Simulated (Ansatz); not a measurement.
# Fe (Fmmm) in Ansatz: notebook

Aim: see how the results for Fe move with the level of theory and the settings. Levels: BLYP, r2SCAN. Tasks: band structure.

Program: Ansatz 0.2.0. These are calculated values, not measurements. Logs are shortened: lines on timing, memory, paths and dates and some standing lists are left out, and cuts for length are marked.

## Step 1: The structure

The structure is orthorhombic, space group Fmmm (No. 69). Conventional cell: a = 2.997 Å, b = 3.883 Å, c = 3.930 Å, α = 90.00°, β = 90.00°, γ = 90.00°. Fe (site symmetry mmm) has 12 Fe at 2.45 to 2.76 Å as nearest neighbours.

## Step 2: Band structure, BLYP, collinear spin, ferromagnetic start

Contents of input.yaml:

```yaml
crystal:
  lattice:
    - [0.0, 1.9417396906, 1.9651051623]
    - [1.4984397099, 0.0, 1.9651051623]
    - [1.4984397099, 1.9417396906, 0.0]
  atoms:
    - { symbol: Fe, position: [0.0, 0.0, 0.0], spin: 3.0 }
hamiltonian:
  xc: blyp
  pseudopotentials: { kind: paw }
magnetization:
  spin_polarized: true
kpoints:
  mp_grid: { grid: [13, 13, 13] }
  band_path:
    path:
      - [[0.0, 0.0, 0.0], [0.5, 0.0, 0.5], [0.5, 0.246480624, 0.746480624], [0.0742892414, 0.5, 0.5742892414], [0.0, 0.5, 0.5], [0.0, 0.0, 0.0], [0.5, 0.5, 0.0], [0.9257107586, 0.5, 0.4257107586], [0.923912117, 0.423912117, 0.5], [0.5, 0.246480624, 0.746480624]]
      - [[0.5, 0.753519376, 0.253519376], [0.5, 0.5, 0.0]]
      - [[0.0, 0.5, 0.5], [0.076087883, 0.576087883, 0.5]]
      - [[0.923912117, 0.423912117, 0.5], [0.5, 0.0, 0.5]]
      - [[0.5, 0.5, 0.5], [0.0, 0.0, 0.0]]
    npoints: 14
scf:
  occupations: { method: fermi_dirac, width: 0.05 }
  n_extra_bands: 6
output:
  forces: true
  stress: true
  eigenvalues: true
  fatbands: false
  write_density: true
  write_potential: true
  elf: true
  volumetric_format: npy
```

Potentials or basis: Ansatz PAW.

Run with:

```sh
ansatz run input.yaml --threads 2 --pin off --max-ram 5632MiB --backend cpu --events-out ev --progress --plain --runs-dir out
```

What it wrote:

```text
Warning: RAYON_NUM_THREADS=2 ignored (pool sized by the plan → 2); use --threads N
scf.n_extra_bands = 6 over 8 filled bands (N_el = 16.0): the run solves 14 bands
Engine: ansatz 0.2.0, x86_64-unknown-linux-gnu
Pseudopotentials: kind: paw
Pseudopotential: Fe, paw, valence charge 16, recommended cutoff 420 eV (normal), Fe.paw.azcp
Functional definition: BLYP
  parameter beta = 0.0042
  parameter a = 0.04918
  parameter b = 0.132
  parameter c = 0.2533
  parameter d = 0.349
  exchange = b88_x(beta = beta)
  correlation = lyp_c(a = a, b = b, c = c, d = d)
Crystal: 1 atoms, lattice volume = 11.435 Å³
Basis set: ecut = 420 eV, 221 PW (Γ), exchange–correlation on 40×36×36 points (8 copies of the dense FFT grid, shifted against one another)
Bands: 14, of which v1, the nominal top of the filled ones, is band 8 counted from 1 (7 counted from 0)
Symmetry: 8 space group operations
Space group: Fmmm (ITA 69), of the structure as read, at distance tolerance 2.3e-5 Å
Magnetic group: BNS 69.521 (UNI 619), of the structure as read, at distance tolerance 2.3e-5 Å
k-points: 343 of 2197
Non-local potential: Fe, projectors of the file, l = 0: 3, l = 1: 2, l = 2: 3, l = 3: 1
PAW form: soft (Blöchl's): semilocal exchange-correlation on the pseudo side does not see the compensation charge
PAW frozen core: Fe, regenerated for the run's functional, and the local potential with it (the file was generated under x = pbe(κ = 0.804, μ = 0.2195149727645171), c = pbe(β = 0.06672455060314922))
PAW one-centre angular grid: Fe, 590 points (default); XC on 64 Gauss nodes
Initial density: superposition of atomic densities (chi_scale 0.1, normalization cell)
Starting moments: Σ|m| = 3 μB on 1 of 1 site
Initial wavefunctions: pseudopotential atomic-orbital guess
Functional: x = b88, c = lyp
SCF iter   1: F=—  HF=-4488.011965 eV  |F-HF|=—  |Δ(HF+E_count)|=         —  Δρ=1.31e-1 (↑1.31e-1 ↓4.86e-2)  dr2=1.18e0  dr2_m=6.07e-1  M=2.063 μB ∫|m|=2.099 μB  β_m=0.30  ethr=3.10e-3  ⟨swp⟩=4.8  Hψ=46449  notcnv=0
Mixer restart at iter 1: flushing history
preconditioner: auto → none  [metal: Δε(μ)=0.008 eV  Ē_g=14.424 eV  σ=0.050 eV  W_gap=0.04  n_scr=0 (ndim 8)  ℏωp=31.1 eV  f_vac=0.000  D(μ)=1.14/eV (n_scr^D=14)]
SCF iter   2: F=—  HF=-4487.456400 eV  |F-HF|=—  |Δ(HF+E_count)|=   5.56e-1  Δρ=3.54e-2 (↑2.20e-2 ↓3.54e-2)  dr2=5.08e-2  dr2_m=6.81e-2  M=2.257 μB ∫|m|=2.319 μB  β_m=0.30  ethr=3.10e-3  ⟨swp⟩=2.9  Hψ=22796  notcnv=0  defer=633
SCF iter   3: F=—  HF=-4487.743265 eV  |F-HF|=—  |Δ(HF+E_count)|=   2.87e-1  Δρ=2.69e-2 (↑2.14e-2 ↓2.69e-2)  dr2=3.54e-3  dr2_m=5.96e-2  M=2.200 μB ∫|m|=2.270 μB  β_m=0.59  ethr=3.17e-4  ⟨swp⟩=3.1  Hψ=19456  notcnv=0  defer=645
SCF iter   4: F=—  HF=-4488.053348 eV  |F-HF|=—  |Δ(HF+E_count)|=   3.10e-1  Δρ=1.20e-2 (↑7.04e-3 ↓1.20e-2)  dr2=4.63e-3  dr2_m=8.27e-3  M=2.176 μB ∫|m|=2.261 μB  β_m=0.67  ethr=2.21e-5  ⟨swp⟩=2.4  Hψ=19435  notcnv=0  defer=649
SCF iter   5: F=—  HF=-4488.135589 eV  |F-HF|=—  |Δ(HF+E_count)|=   8.22e-2  Δρ=2.76e-3 (↑1.73e-3 ↓2.76e-3)  dr2=6.19e-4  dr2_m=3.33e-4  M=2.153 μB ∫|m|=2.249 μB  β_m=0.84  ethr=2.21e-5  ⟨swp⟩=2.2  Hψ=20585  notcnv=0  defer=658
SCF iter   6: F=—  HF=-4488.142257 eV  |F-HF|=—  |Δ(HF+E_count)|=   6.67e-3  Δρ=1.01e-3 (↑1.01e-3 ↓5.28e-4)  dr2=1.79e-4  dr2_m=8.50e-6  M=2.147 μB ∫|m|=2.247 μB  β_m=0.92  ethr=3.87e-6  ⟨swp⟩=2.1  Hψ=18765  notcnv=0  defer=662
SCF iter   7: F=—  HF=-4488.142443 eV  |F-HF|=—  |Δ(HF+E_count)|=   1.85e-4  Δρ=1.39e-4 (↑1.39e-4 ↓1.97e-5)  dr2=1.70e-6  dr2_m=4.36e-7  M=2.145 μB ∫|m|=2.245 μB  β_m=0.90  ethr=1.12e-6  ⟨swp⟩=2.2  Hψ=13090  notcnv=0  defer=662
SCF iter   8: F=—  HF=-4488.142443 eV  |F-HF|=—  |Δ(HF+E_count)|=   4.85e-7  Δρ=4.60e-5 (↑4.60e-5 ↓8.23e-6)  dr2=1.54e-7  dr2_m=6.59e-8  M=2.145 μB ∫|m|=2.245 μB  β_m=0.95  ethr=1.06e-8  ⟨swp⟩=2.3  Hψ=14337  notcnv=0  defer=662
SCF iter   9: F=—  HF=-4488.142443 eV  |F-HF|=—  |Δ(HF+E_count)|=   5.79e-9  Δρ=2.63e-6 (↑2.62e-6 ↓2.63e-6)  dr2=3.99e-10  dr2_m=2.10e-10  M=2.145 μB ∫|m|=2.245 μB  β_m=0.90  ethr=9.62e-10  ⟨swp⟩=2.3  Hψ=12248  notcnv=0  defer=662
SCF iter  10: F=-4488.142443 eV  HF=-4488.142443 eV  |F-HF|=1.82e-12  |Δ(HF+E_count)|=  1.66e-10  Δρ=4.73e-7 (↑4.09e-7 ↓4.73e-7)  dr2=2.44e-11  dr2_m=6.66e-12  M=2.145 μB ∫|m|=2.245 μB  ethr=2.49e-12  ⟨swp⟩=7.0  Hψ=47006  notcnv=0
SCF 1 converged in 10 iterations: F = -4488.142443 eV  dr2 = 2.44e-11
NSCF: frozen V_eff on 187 k-points
SCF converged after 10 iterations
Magnetization: 2.1450 μB (9.0725 up, 6.9275 down)
Absolute magnetization: 2.2450 μB (∫|ρ↑−ρ↓|, with the PAW one-centre terms)
Spin contamination: 0.0334 ħ² per cell (⟨S²⟩ above its minimum at these occupations)
Per-site moments (μB) at R_I (Å): [(2.182553252054077, 1.011733477502028)]
Free energy (F): -4488.142443 eV
Harris-Foulkes:  -4488.142443 eV  (|F-HF|=1.82e-12)
Internal energy: -4488.133702 eV  (E = F + TS)
E sigma→0 (E₀):  -4488.138072 eV
Entropy (-TS):   -0.008742 eV (-8.742 meV/atom)
Fermi energy:    18.907185 eV
--- Per-component energies (eV) ---
  E_band       = -205.063912
  E_kinetic    = 351.491962
  E_local      = -2076.346500  (includes V_loc(G=0)·N_el)
  E_nonlocal   = 217.186612
  E_hartree    = 875.137891
  E_xc         = -116.155962
  E_vxc        = -149.251121  (∫ρ·V_xc dr)
  E_paw        = -1376.573636  (= ΣΔE_a)
  E_vpaw       = -298.421821  (= ΣTr[D̂ρ^β])
  E_aug_tail   = 0.000960  (compensation charges beyond the density's cutoff)
  E_ewald      = -2362.884979
  E_core_change = 0.009949  (= ΣΔE_core)
  E_smearing   = -0.008742  (= −TS)
  E_closure    = 0.000000  (closes the sum)
  Σ components = -4488.142443   (vs F -4488.142443, Δ=0.00e0)
--- Forces (eV/Å), atoms counted from 1 ---
  atom   1  Fe     0.00000000     0.00000000    -0.00000000
  max |Σ_I F_I| component: 1.60e-31 eV/Å
--- Stress (GPa, compression-positive) ---
        1.351383       0.000000      -0.000000
        0.000000      10.590290      -0.000000
       -0.000000      -0.000000       8.966149
  P = ⅓ Tr σ = 6.9693 GPa (69.693 kbar)
--- Band table (eV; the first three rows and the last of 686) ---
  k-point 0 ↑: bands = ["-68.9899", "-34.8858", "-34.8829", "-34.8741", "10.5273", "16.4399", "16.5309", "16.8693", "17.5705", "17.9561", "42.3655", "43.8515", "44.0983", "48.4102"]
  k-point 1 ↑: bands = ["-68.9855", "-34.9067", "-34.8876", "-34.8796", "10.7662", "16.4539", "16.5408", "16.9106", "17.5341", "17.9283", "41.5192", "43.1284", "43.8509", "47.3840"]
  k-point 2 ↑: bands = ["-68.9733", "-34.9722", "-34.9061", "-34.8812", "11.4524", "16.4130", "16.4679", "17.1860", "17.4706", "17.8823", "38.6263", "42.0562", "43.5140", "46.5147"]
  k-point 342 ↓: bands = ["-66.3300", "-32.7835", "-32.5414", "-32.3967", "15.3615", "16.6902", "19.4021", "20.6784", "21.0164", "22.0056", "27.9696", "35.3894", "37.3373", "42.6352"]
```

bands.tsv:

```text
[... 215 lines left out ...]
15.849139	-87.896122	-53.796577	-53.791433	-53.783248	-8.328081	-2.462046	-2.371933	-2.032811	-1.345141	-0.957830	23.316653	24.766151	25.086878	29.407718	-85.322973	-51.285495	-51.273054	-51.265805	-8.168060	-0.762546	-0.615063	-0.117609	1.188672	1.796658	23.146190	24.659973	24.994579	29.886044
15.959618	-87.897078	-53.793002	-53.790132	-53.781327	-8.379921	-2.467257	-2.376290	-2.037866	-1.336731	-0.951101	23.458361	24.944282	25.191075	29.503048	-85.324017	-51.282102	-51.270943	-51.263719	-8.220300	-0.767277	-0.618777	-0.122001	1.200132	1.805131	23.249244	24.802510	25.080273	29.963064
```

rho_z.tsv:

```text
# z_ang	rho[e/angstrom^3]	rho_spin[e/angstrom^3]
# format = ansatz-planar-average/11
# lattice	0.000000000	1.941739691	1.965105162
# lattice	1.498439710	0.000000000	1.965105162
# lattice	1.498439710	1.941739691	0.000000000
# sites	1
# site	26	0.000000000	0.000000000	0.000000000
0.000000	3.424301e0	5.055026e-1
0.136260	3.181432e0	4.702101e-1
0.272521	2.568542e0	3.789404e-1
0.408781	1.839009e0	2.663318e-1
0.545042	1.206680e0	1.651592e-1
0.681302	7.601993e-1	9.067403e-2
0.817562	4.950563e-1	4.321838e-2
0.953823	3.651571e-1	1.679506e-2
1.090083	3.138853e-1	4.019958e-3
1.226344	3.010343e-1	1.566401e-4
1.362604	3.138853e-1	4.019958e-3
1.498864	3.651571e-1	1.679506e-2
1.635125	4.950563e-1	4.321838e-2
1.771385	7.601993e-1	9.067403e-2
1.907646	1.206680e0	1.651592e-1
2.043906	1.839009e0	2.663318e-1
2.180166	2.568542e0	3.789404e-1
2.316427	3.181432e0	4.702101e-1
```

It took 5.5 s on 2 threads of Intel Xeon Platinum 8488C (Sapphire Rapids), shared host; peak memory 0.44 GiB.

What came out:

| Property | Result |
| --- | --- |
| Free energy | -4488.1424 eV |
| Pressure | 7.0 GPa |
| Band gap on the k mesh | none (metal or under the smearing width) |
| Net moment | 2.14 μB per cell |
| Absolute moment | 2.25 μB per cell |
| Site moments | Fe +2.18 μB |

Levels at the corners of the path, in eV from the Fermi level:
Spin up:
```
point  band 5  band 6  band 7  band 8  band 9  band 10  band 11  band 12  band 13  band 14
    Γ   -8.38   -2.47   -2.38   -2.04   -1.34    -0.95    23.46    24.94    25.19    29.50
    Y   -4.93   -3.72   -0.78   -0.75    0.48     1.18     8.02    16.98    18.16    22.25
    C   -3.39   -3.18   -3.08   -1.04   -0.70     8.50     8.56     9.09    10.54    35.41
    D   -4.79   -4.62   -0.19   -0.11    0.13     8.37    10.05    10.35    14.82    17.69
    X   -4.91   -4.72   -0.01    0.12    0.23     7.86    10.89    10.89    14.64    16.64
    Γ   -8.38   -2.47   -2.38   -2.04   -1.34    -0.95    23.46    24.94    25.19    29.50
    Z   -4.93   -3.74   -0.76   -0.69    0.41     0.96     7.75    17.20    18.39    22.47
   D1   -4.79   -4.62   -0.19   -0.11    0.13     8.37    10.05    10.35    14.82    17.69
    H   -4.80   -4.61   -0.22   -0.20    0.24     8.37    10.03    10.39    14.82    17.70
    C   -3.39   -3.18   -3.08   -1.04   -0.70     8.50     8.56     9.09    10.54    35.41
   C1   -3.39   -3.18   -3.08   -1.04   -0.70     8.50     8.56     9.09    10.54    35.41
    Z   -4.93   -3.74   -0.76   -0.69    0.41     0.96     7.75    17.20    18.39    22.47
    X   -4.91   -4.72   -0.01    0.12    0.23     7.86    10.89    10.89    14.64    16.64
   H1   -4.80   -4.61   -0.22   -0.20    0.24     8.37    10.03    10.39    14.82    17.70
    H   -4.80   -4.61   -0.22   -0.20    0.24     8.37    10.03    10.39    14.82    17.70
    Y   -4.93   -3.72   -0.78   -0.75    0.48     1.18     8.02    16.98    18.16    22.25
    L   -4.89   -3.19   -1.40   -0.80    0.32     0.42     7.03    18.76    20.76    24.08
    Γ   -8.38   -2.47   -2.38   -2.04   -1.34    -0.95    23.46    24.94    25.19    29.50
```
Spin down:
```csv
point,band 4,band 5,band 6,band 7,band 8,band 9
Γ,-51.26,-8.22,-0.77,-0.62,-0.12,1.20
Y,-51.28,-3.64,-2.20,1.32,1.76,1.92
C,-51.49,-2.04,-1.86,-1.79,1.72,1.97
D,-51.55,-3.02,-2.87,1.79,1.92,2.18
X,-51.55,-3.15,-2.97,2.15,2.17,2.23
Γ,-51.26,-8.22,-0.77,-0.62,-0.12,1.20
Z,-51.29,-3.67,-2.26,1.09,1.82,1.98
D1,-51.55,-3.02,-2.87,1.79,1.92,2.18
H,-51.53,-3.02,-2.86,1.73,1.91,2.25
C,-51.49,-2.04,-1.86,-1.79,1.72,1.97
C1,-51.49,-2.04,-1.86,-1.79,1.72,1.97
Z,-51.29,-3.67,-2.26,1.09,1.82,1.98
X,-51.55,-3.15,-2.97,2.15,2.17,2.23
H1,-51.53,-3.02,-2.86,1.73,1.91,2.25
H,-51.53,-3.02,-2.86,1.73,1.91,2.25
Y,-51.28,-3.64,-2.20,1.32,1.76,1.92
L,-51.27,-3.72,-1.54,0.53,1.06,1.84
Γ,-51.26,-8.22,-0.77,-0.62,-0.12,1.20
```

Caveat: the PAW data sets come from PBE, with cores solved anew for the run's functional, which leaves a small shift of forces and pressure.

## Step 3: Band structure, r2SCAN, collinear spin, ferromagnetic start

Edit input.yaml of step 2 so:

```diff
@@ -8,3 +8,3 @@
 hamiltonian:
-  xc: blyp
+  xc: r2scan
   pseudopotentials: { kind: paw }
@@ -30,5 +30 @@
   fatbands: false
-  write_density: true
-  write_potential: true
-  elf: true
-  volumetric_format: npy
```

Potentials or basis: Ansatz PAW.

Run with:

```sh
ansatz run input.yaml --threads 2 --pin off --max-ram 5632MiB --backend cpu --events-out ev --progress --plain --runs-dir out
```

Run time: 11 s. Hardware: 2 threads of Intel Xeon Platinum 8488C (Sapphire Rapids), shared host; peak memory 0.5 GiB.

It converged, with:

```yaml
Free_energy: -4485.8799 eV
Pressure: 6.5 GPa
Band_gap_on_the_k_mesh: none (metal or under the smearing width)
Net_moment: 2.64 μB per cell
Absolute_moment: 2.94 μB per cell
Site_moments: Fe +2.78 μB
```

Stress tensor (GPa, compression positive):
```
2.03 0.00 0.00
0.00 9.28 0.00
0.00 0.00 8.07
```

Levels at the corners of the path, in eV from the Fermi level:
Spin up:
| point | band 7 | band 8 | band 9 | band 10 | band 11 | band 12 |
| --- | --- | --- | --- | --- | --- | --- |
| Γ | -3.11 | -2.80 | -2.03 | -1.65 | 24.11 | 25.60 |
| Y | -1.51 | -1.46 | -0.26 | 1.11 | 7.92 | 17.45 |
| C | -3.70 | -1.74 | -1.41 | 8.47 | 8.52 | 9.02 |
| D | -0.97 | -0.83 | -0.63 | 8.55 | 10.23 | 10.58 |
| X | -0.80 | -0.64 | -0.51 | 8.05 | 11.16 | 11.18 |
| Γ | -3.11 | -2.80 | -2.03 | -1.65 | 24.11 | 25.60 |
| Z | -1.47 | -1.40 | -0.36 | 0.88 | 7.64 | 17.68 |
| D1 | -0.97 | -0.83 | -0.63 | 8.55 | 10.23 | 10.58 |
| H | -0.98 | -0.97 | -0.49 | 8.56 | 10.23 | 10.60 |
| C | -3.70 | -1.74 | -1.41 | 8.47 | 8.52 | 9.02 |
| C1 | -3.70 | -1.74 | -1.41 | 8.47 | 8.52 | 9.02 |
| Z | -1.47 | -1.40 | -0.36 | 0.88 | 7.64 | 17.68 |
| X | -0.80 | -0.64 | -0.51 | 8.05 | 11.16 | 11.18 |
| H1 | -0.98 | -0.97 | -0.49 | 8.56 | 10.23 | 10.60 |
| H | -0.98 | -0.97 | -0.49 | 8.56 | 10.23 | 10.60 |
| Y | -1.51 | -1.46 | -0.26 | 1.11 | 7.92 | 17.45 |
| L | -2.10 | -1.50 | -0.45 | 0.31 | 6.90 | 19.29 |
| Γ | -3.11 | -2.80 | -2.03 | -1.65 | 24.11 | 25.60 |
Spin down:
```tsv
point	band 2	band 3	band 4	band 5	band 6	band 7	band 8	band 9	band 10	band 11
Γ	-52.29	-52.27	-52.27	-9.35	0.04	0.23	0.85	2.22	3.00	23.70
Y	-52.77	-52.45	-52.31	-3.56	-1.63	0.62	2.92	3.04	3.55	10.22
C	-52.54	-52.53	-52.49	-1.82	-1.64	-1.58	2.93	3.10	9.69	9.78
D	-52.65	-52.60	-52.59	-2.78	-2.65	2.70	2.98	3.22	8.97	10.91
X	-52.66	-52.60	-52.59	-2.92	-2.73	3.20	3.24	3.26	8.27	11.59
Γ	-52.29	-52.27	-52.27	-9.35	0.04	0.23	0.85	2.22	3.00	23.70
Z	-52.76	-52.44	-52.30	-3.61	-1.72	0.36	3.02	3.10	3.54	9.96
D1	-52.65	-52.60	-52.59	-2.78	-2.65	2.70	2.98	3.22	8.97	10.91
H	-52.65	-52.61	-52.57	-2.78	-2.64	2.66	2.96	3.26	8.98	10.92
C	-52.54	-52.53	-52.49	-1.82	-1.64	-1.58	2.93	3.10	9.69	9.78
C1	-52.54	-52.53	-52.49	-1.82	-1.64	-1.58	2.93	3.10	9.69	9.78
Z	-52.76	-52.44	-52.30	-3.61	-1.72	0.36	3.02	3.10	3.54	9.96
X	-52.66	-52.60	-52.59	-2.92	-2.73	3.20	3.24	3.26	8.27	11.59
H1	-52.65	-52.61	-52.57	-2.78	-2.64	2.66	2.96	3.26	8.98	10.92
H	-52.65	-52.61	-52.57	-2.78	-2.64	2.66	2.96	3.26	8.98	10.92
Y	-52.77	-52.45	-52.31	-3.56	-1.63	0.62	2.92	3.04	3.55	10.22
L	-52.77	-52.42	-52.27	-3.71	-0.84	-0.26	2.12	3.01	3.52	9.24
Γ	-52.29	-52.27	-52.27	-9.35	0.04	0.23	0.85	2.22	3.00	23.70
```

Caveat: the magnetic or orbital state may not be the lowest; the PAW data sets come from PBE, with cores solved anew for the run's functional, which leaves a small shift of forces and pressure.
